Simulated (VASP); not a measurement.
Here is a VASP 6.6.1 calculation.

Contents of INCAR:

```
SYSTEM = HfC
PREC = Accurate
ENCUT = 600
EDIFF = 1E-7
ISMEAR = 0
SIGMA = 0.1
LREAL = .False.
LASPH = .True.
NELM = 60
ALGO = Normal
ISIF = 3
LWAVE = .False.
LCHARG = .False.
GGA = PS
IBRION = 2
NSW = 90
EDIFFG = -0.005
```

The input KPOINTS:

```
Automatic mesh
0
Gamma
  6 6 6
  0 0 0
```

POSCAR

```
HfC
1.0
    0.0000000000      2.3171388400      2.3171388400
    2.3171388400      0.0000000000      2.3171388400
    2.3171388400      2.3171388400      0.0000000000
Hf C
1 1
Direct
    0.0000000000      0.0000000000      0.0000000000
    0.5000000000      0.5000000000      0.5000000000
```

Potentials or basis: VASP PAW PBE potentials, release 64 (Hf_pv, C).

Command:

```sh
$ cat potpaw_PBE.64/Hf_pv/POTCAR potpaw_PBE.64/C/POTCAR > POTCAR
$ mpirun -np 1 vasp_std > vasp.out
```

(1) Estimate the space group after relaxing (to 0.05 Å).

(2) Estimate the relaxed cell.

(3) Estimate the relaxed volume.

Results:

(1) Fm-3m (No. 225).

(2) a = 3.256 Å, b = 3.256 Å, c = 3.256 Å, α = 60.00°, β = 60.00°, γ = 60.00°.

(3) 12.21 Å³/atom.

Caveat: the k mesh is coarse (spacing up to 0.39 Å⁻¹), so the values aren't converged; the PAW data sets were made with another functional, which shifts forces and pressure a little.
